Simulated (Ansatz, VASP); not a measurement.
## One calculation of Eu, two programs

```xyz
1
Lattice="-2.2153 2.2153 2.2153 2.2153 -2.2153 2.2153 2.2153 2.2153 -2.2153" Properties=species:S:1:pos:R:3 pbc="T T T"
Eu    0.0000    0.0000    0.0000
```

Alike in both runs: task single point; functional PBE; k mesh 6 × 6 × 6; occupations gaussian, width 0.05 eV; collinear spin.

|  | VASP | Ansatz |
| --- | --- | --- |
| version | VASP 6.6.1 | Ansatz 0.2.0 |
| potentials or method | VASP PAW PBE potentials, release 64 (Eu) | scalar-relativistic, plane waves, PAW |
| plane-wave cutoff (eV) | 520 | 420 |
| valence electrons in the cell | 17 | 17 |

Ansatz gave:

* gap on the k mesh at the Fermi level (eV): none
* pressure (GPa): -0.4
* net moment per atom (μB): 7.51
* size of the moment on the site where the two differ most (μB): 7.14

Which values does VASP return?

gap on the k mesh at the Fermi level (eV): none; pressure (GPa): -0.6; net moment per atom (μB): 7.51; size of the moment on the site where the two differ most (μB): 6.73.

Site moments also hang on the region over which each program counts them. A gap of «none» marks a metal or a gap that the smearing closes. Ansatz warned: «given_moment_on_shells».

Caveats: spin-orbit coupling is left out, which moves the levels of the heavy elements. The state reached can hang on the start; a lower one may exist.
